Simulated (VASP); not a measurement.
# Ca in VASP: notebook

The runs below take Ca through relaxation of the atoms, with RPBE, PBE+D3.

Everything below comes from runs of VASP 6.6.1. Logs are shortened: lines on timing, memory, paths and dates and some standing lists are left out, and cuts for length are marked.

**1. The cell of the first run**

The cell holds a slab with vacuum, 4 atoms: a = 3.814 Å, b = 3.814 Å, c = 24.337 Å, α = 90.00°, β = 90.00°, γ = 70.64°.

The slab is cut from a database's or a generator's crystal, which needn't be the stable form of the element.

**2. Relaxation of the atoms, RPBE (the (1 0 1) slab of Ca, cut from the database cell, not relaxed)**

Input file INCAR:

```
  ALGO = Normal
  DIPOL = 0.5 0.5 0.500
  EDIFF = 1E-7
  EDIFFG = -0.005
  ENCUT = 520
  GGA = RP
  IBRION = 2
  IDIPOL = 3
  ISIF = 2
  ISMEAR = 0
  LASPH = True
  LCHARG = False
  LDIPOL = True
  LREAL = False
  LWAVE = False
  NELM = 80
  NSW = 40
  PREC = Accurate
  SIGMA = 0.05
```

Input file KPOINTS:

```
k-points
0
Gamma
  7 7 1
```

Input file POSCAR:

```
Ca
1.0
    3.8142859872      0.0000000000      0.0000000000
    1.2644359324      3.5986079760      0.0000000000
    0.0000000000      0.0000000000     24.3365493090
Ca
4
Selective dynamics
Direct
    0.2530979531      0.2530979531      0.3081784482  F F F
    0.7551632552      0.7551632552      0.4360594827  F F F
    0.2572285573      0.2572285573      0.5639405173  T T T
    0.7592938594      0.7592938594      0.6918215518  T T T
```

Potentials or basis: VASP PAW PBE potentials, release 64 (Ca_sv).

Run with:

```bash
cat potpaw_PBE.64/Ca_sv/POTCAR > POTCAR
mpirun -np 1 vasp_std > vasp.out
```

OUTCAR:

```text
EDIFF = 1E-7
   EDIFFG = -0.005
   ENCUT = 520
   GGA = RP
   IBRION = 2
   ISIF = 2
   ISMEAR = 0
   LASPH = True
   LREAL = False
   NELM = 80
   NSW = 40
   PREC = Accurate

 ion  position               nearest neighbor table
   1  0.253  0.253  0.308-
   2  0.755  0.755  0.436-
   3  0.257  0.257  0.564-
   4  0.759  0.759  0.692-

  LATTYP: Found a base centered orthorhombic cell.
 ALAT       =     4.4104098071
 B/A-ratio  =     1.4113018015
 C/A-ratio  =     5.5179791387

  Lattice vectors:

 A1 = (  -1.2644359324,  -3.5986079760,   0.0000000000)
 A2 = (   3.8142859872,   0.0000000000,   0.0000000000)
 A3 = (   0.0000000000,   0.0000000000,  24.3365493090)

Analysis of symmetry for initial positions (statically):
=====================================================================
 Subroutine PRICEL returns:
 Original cell was already a primitive cell.

 Routine SETGRP: Setting up the symmetry group for a
 base centered orthorhombic supercell.

 Subroutine GETGRP returns: Found  4 space group operations
 (whereof  2 operations were pure point group operations)
 out of a pool of  8 trial point group operations.

The static configuration has the point symmetry C_1h.
 The point group associated with its full space group is C_2h.

Analysis of symmetry for dynamics (positions and initial velocities):
=====================================================================
 Subroutine PRICEL returns:
 Original cell was already a primitive cell.

 Routine SETGRP: Setting up the symmetry group for a
 base centered orthorhombic supercell.

 Subroutine GETGRP returns: Found  4 space group operations
 (whereof  2 operations were pure point group operations)
 out of a pool of  8 trial point group operations.

The dynamic configuration has the point symmetry C_1h.
 The point group associated with its full space group is C_2h.

Analysis of constrained symmetry for selective dynamics:
=====================================================================
 Subroutine PRICEL returns:
 Original cell was already a primitive cell.

 Routine SETGRP: Setting up the symmetry group for a
 base centered orthorhombic supercell.

 Subroutine GETGRP returns: Found  2 space group operations
 (whereof  2 operations were pure point group operations)
 out of a pool of  8 trial point group operations.
[... 115 lines left out ...]
     AMIX     =   0.40;   BMIX     =  1.00
     AMIX_MAG =   1.60;   BMIX_MAG =  1.00
  volume/ion in A,a.u.               =      83.51       563.56
  Fermi-wavevector in a.u.,A,eV,Ry     =   0.806911  1.524842  8.858837  0.651106
  Thomas-Fermi vector in A             =   1.915432
   LORBIT       =      0    0 simple, 1 ext, 2 COOP (PROOUT), +10 PAW based schemes
   GGA     = RP    functional components
   LHFCALC =     F    Hartree Fock is set to
   AEXX    =    0.0000 exact exchange contribution
   IVDW    =     0    specifies the selected vdW correction
   LEPSILON=     F    determine dielectric tensor
   LRPA    =     F    only Hartree local field effects (RPA)
 conjugate gradient relaxation of ions
 non-spin polarized calculation
 Gauss-broadening in eV      SIGMA  =   0.05
  energy-cutoff  :      520.00
  volume of cell :      334.05
 maximum number of plane-waves:      9042
   NGX = 15   NGY = 15   NGZ = 91

--------------------------------------- Ionic step        1  -------------------------------------------

 number of electron      39.9999997 magnetization

 Free energy of the ion-electron system (eV)
  ---------------------------------------------------
  ext. energy  EPLUGINS =         0.00000000
  ---------------------------------------------------
  free energy    TOTEN  =        -6.17399863 eV

  energy without entropy =       -6.15823364  energy(sigma->0) =       -6.16611614

------------------------ aborting loop because EDIFF is reached ----------------------------------------

  FORCE on cell =-STRESS in cart. coord.  units (eV):
  Direction    XX          YY          ZZ          XY          YZ          ZX
  --------------------------------------------------------------------------------------
  -------------------------------------------------------------------------------------
  Total        0.8762122      0.6619243     -0.2927578      0.3049337     -0.0005531     -0.0007807
  in kB        4.2025521      3.1747688     -1.4041462      1.4625451     -0.0026530     -0.0037443
  external PRESSURE =       1.9910582 kB  Pullay stress =       0.0000000 kB
[... 133 lines left out ...]
  FREE ENERGIE OF THE ION-ELECTRON SYSTEM (eV)
  ---------------------------------------------------
  free  energy   TOTEN  =        -6.1778708566 eV

  energy  without entropy=       -6.1623906475  energy(sigma->0) =       -6.17013075

 dipolmoment           0.000000      0.000000      0.000079 electrons x Angstroem

--------------------------------------- Ionic step        5  -------------------------------------------

 number of electron      39.9999998 magnetization

 dipolmoment           0.000000      0.000000     -0.001998 electrons x Angstroem

 Free energy of the ion-electron system (eV)
  ---------------------------------------------------
  ext. energy  EPLUGINS =         0.00000000
  ---------------------------------------------------
  free energy    TOTEN  =        -6.17790506 eV

  energy without entropy =       -6.16240523  energy(sigma->0) =       -6.17015514

 E-fermi :  -0.1637     XC(G=0):  -4.5801

 val. band max:       -0.1689166626   @ k =  -0.4286   0.1429   0.0000
 cond. band min:      -0.1569362046   @ k =  -0.4286   0.4286   0.0000
 fundamental gap:      0.0119804580
 Fermi energy:        -0.1636771790

 k-point     1 :       0.0000    0.0000    0.0000
  band No.  band energies     occupation
      1     -42.8373      2.00000
      2     -42.8002      2.00000
      3     -42.4208      2.00000
      4     -42.3775      2.00000
      5     -23.8165      2.00000
      6     -23.7842      2.00000
[... 421 lines left out ...]
     23      -0.0699      0.00798
     24       0.8508      0.00000

------------------------ aborting loop because EDIFF is reached ----------------------------------------

 vacuum level on the upper side and lower side of the slab       (xc-potential included)        -0.322        -0.282

  FORCE on cell =-STRESS in cart. coord.  units (eV):
  Direction    XX          YY          ZZ          XY          YZ          ZX
  --------------------------------------------------------------------------------------
  -------------------------------------------------------------------------------------
  Total        0.9064811      0.7101613     -0.2362950      0.2793649     -0.0004530     -0.0006393
  in kB        4.3477300      3.4061268     -1.1333350      1.3399101     -0.0021726     -0.0030661
  external PRESSURE =       2.2068406 kB  Pullay stress =       0.0000000 kB
[... 19 lines left out ...]
  FREE ENERGIE OF THE ION-ELECTRON SYSTEM (eV)
  ---------------------------------------------------
  free  energy   TOTEN  =        -6.1779050580 eV

  energy  without entropy=       -6.1624052277  energy(sigma->0) =       -6.17015514

 reached required accuracy - stopping structural energy minimisation

 vacuum level on the upper side and lower side of the slab         2.294         2.333
```

OSZICAR:

```text
N       E                     dE             d eps       ncg     rms          rms(c)
DAV:   1     0.330336385274E+03    0.33034E+03   -0.20065E+04  1000   0.136E+03
DAV:   2     0.156284721519E+02   -0.31471E+03   -0.31357E+03   880   0.394E+02
DAV:   3    -0.416791830288E+01   -0.19796E+02   -0.19610E+02  1264   0.662E+01
DAV:   4    -0.681778255152E+01   -0.26499E+01   -0.26480E+01  1320   0.230E+01
[... 65 lines left out ...]
DAV:   4    -0.617792064623E+01    0.29381E-03   -0.31807E-03  1024   0.964E-02    0.167E-02
DAV:   5    -0.617790507432E+01    0.15572E-04   -0.21730E-04  1008   0.295E-02    0.826E-03
DAV:   6    -0.617790490708E+01    0.16724E-06   -0.16828E-05  1024   0.121E-02    0.296E-03
DAV:   7    -0.617790497799E+01   -0.70907E-07   -0.13694E-06   760   0.361E-03    0.110E-03
DAV:   8    -0.617790505800E+01   -0.80006E-07   -0.14125E-07   768   0.211E-03
   5 F= -.61779051E+01 E0= -.61701551E+01  d E =-.390643E-02
```

It took 13 min on 1 thread of Intel Xeon Platinum 8259CL at 2.50GHz (Skylake/Cascade Lake), shared host; peak memory 0.44 GiB.

Results:

| Property | Result |
| --- | --- |
| Free energy | -6.1779 eV |
| Energy gained by relaxing | 1.0 meV/atom |
| Ionic steps | 5 |
| Band gap on the k mesh | none (metal or under the smearing width) |

The path:
```csv
step,energy change (eV),largest force (eV/Å),pressure (GPa)
1,0.0000,0.1137,0.20
2,-0.0008,0.1097,0.20
3,-0.0026,0.0981,0.21
4,-0.0039,0.0755,0.22
5,-0.0039,0.0786,0.22
```

Final structure:
```
CELL_PARAMETERS angstrom
3.81429 0.00000 0.00000
1.26444 3.59861 0.00000
0.00000 0.00000 24.33655
ATOMIC_POSITIONS crystal
Ca 0.25310 0.25310 0.30818
Ca 0.75516 0.75516 0.43606
Ca 0.25723 0.25723 0.56600
Ca 0.75930 0.75930 0.69064
```

Caveat: the PAW data sets were made with another functional, which shifts forces and pressure a little.

**3. Relaxation of the atoms, PBE+D3 (the (1 0 1) slab of Ca, cut from the database cell, not relaxed)**

Input file INCAR:

```
SYSTEM = Ca
PREC = Accurate ; ENCUT = 520
EDIFF = 1E-6 ; ISMEAR = 0
SIGMA = 0.05 ; LREAL = .FALSE.
LASPH = .TRUE. ; NELM = 60
ALGO = Normal ; ISIF = 2
LWAVE = .FALSE. ; LCHARG = .FALSE.
LDIPOL = .TRUE. ; IDIPOL = 3
DIPOL = 0.5 0.5 0.500 ; GGA = PE
IVDW = 11 ; IBRION = 2
NSW = 40 ; EDIFFG = -0.005
```

Input file KPOINTS:

```
regular mesh
0
G
  7 7 1
  0 0 0
```

POSCAR is that of step 2.

Potentials or basis: VASP PAW PBE potentials, release 64 (Ca_sv).

Run with:

```bash
cat potpaw_PBE.64/Ca_sv/POTCAR > POTCAR
mpirun -np 1 vasp_std > vasp.out
```

It took 21 min on 1 thread of Intel Xeon Platinum 8259CL at 2.50GHz (Skylake/Cascade Lake), shared host; peak memory 0.46 GiB.

It converged, with:

```yaml
Free_energy: -7.3560 eV
Energy_gained_by_relaxing: 3.9 meV/atom
Ionic_steps: 12
Band_gap_on_the_k_mesh: none (metal or under the smearing width)
Dispersion_energy_per_atom: -0.123 eV
```

The path:
```tsv
step	energy change (eV)	largest force (eV/Å)	pressure (GPa)
1	0.0000	0.1413	-0.27
2	-0.0013	0.1424	-0.26
3	-0.0047	0.1461	-0.25
4	-0.0081	0.1530	-0.22
5	-0.0082	0.1548	-0.21
6	-0.0089	0.1557	-0.21
7	-0.0107	0.1586	-0.19
8	-0.0135	0.1624	-0.16
9	-0.0156	0.1666	-0.09
10	-0.0156	0.1663	-0.10
11	-0.0156	0.1704	-0.11
12	-0.0157	0.1658	-0.11
```

Final structure:
```
CELL_PARAMETERS angstrom
3.81429 0.00000 0.00000
1.26444 3.59861 0.00000
0.00000 0.00000 24.33655
ATOMIC_POSITIONS crystal
Ca 0.25310 0.25310 0.30818
Ca 0.75516 0.75516 0.43606
Ca 0.25723 0.25723 0.56055
Ca 0.75917 0.75917 0.68130
```

Levels at points of the mesh, in eV from the Fermi level:
```tsv
k point	band 17	band 18	band 19	band 20	band 21	band 22	band 23	band 24
(0.00, 0.00, 0.00)	-3.93	-3.39	-2.54	-1.50	0.00	0.34	0.95	1.25
```
